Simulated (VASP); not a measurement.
Write the native input for VASP 6.6.1 that does the following.

- Task: relaxation of cell and atoms
- Functional: PBE
- Potentials or basis: VASP PAW PBE potentials, release 64 (Mg, H)
- Cutoff: 600 eV
- k mesh: 6 × 6 × 10
- Occupations: gaussian, width 0.03 eV
- Spin: no spin polarisation
- Further INCAR settings: ALGO = Normal; EDIFF = 1e-07; IBRION = 2; EDIFFG = -0.005; NSW = 90; ISIF = 3

The structure of MgH2 lies in POSCAR:

```
MgH2                                    
1.0
    4.5088510140      0.0000000000      0.0000000000
   -0.0000000000      4.5088510140      0.0000000000
    0.0000000000      0.0000000000      3.0088248835
  Mg              H             
     2     4
Direct
     0.0000000000000000    1.0000000000000000    0.0000000000000000
     0.5000000000000000    0.5000000000000000    0.5000000000000000
     0.3044896492506010    0.3044896492506010    0.0000000000000000
     0.1955103507493990    0.8044896492506011    0.5000000000000000
     0.6955103507493989    0.6955103507493989    1.0000000000000000
     0.8044896492506011    0.1955103507493990    0.5000000000000000
```

These files were run (other wordings do the same):

INCAR

```
SYSTEM = MgH2
PREC = Accurate ; ENCUT = 600
EDIFF = 1E-7 ; ISMEAR = 0
SIGMA = 0.03 ; LREAL = .FALSE.
LASPH = .TRUE. ; NELM = 80
ALGO = Normal ; ISIF = 3
LWAVE = .FALSE. ; LCHARG = .FALSE.
GGA = PE ; IBRION = 2
NSW = 90 ; EDIFFG = -0.005
KPAR = 2
```

KPOINTS

```
regular mesh
0
G
  6 6 10
  0 0 0
```

Potentials or basis: VASP PAW PBE potentials, release 64 (Mg, H).

The run is started by

```console
$ cat potpaw_PBE.64/Mg/POTCAR potpaw_PBE.64/H/POTCAR > POTCAR
$ mpirun -np 2 vasp_std > vasp.out
```

Results of the run:

```json
{
 "Pressure after relaxing": "0.1 GPa",
 "Largest force after relaxing": "0.004 eV/Å",
 "Band gap on the k mesh": "3.81 eV, indirect (least direct gap 4.56 eV)"
}
```

Caveat: the relaxation stopped at its first step, so nothing moved.

It took 8.1 s on 2 MPI ranks on Intel(R) Xeon(R) Platinum 8488C (Sapphire Rapids) (shared host), peak memory 0.18 GiB a rank.
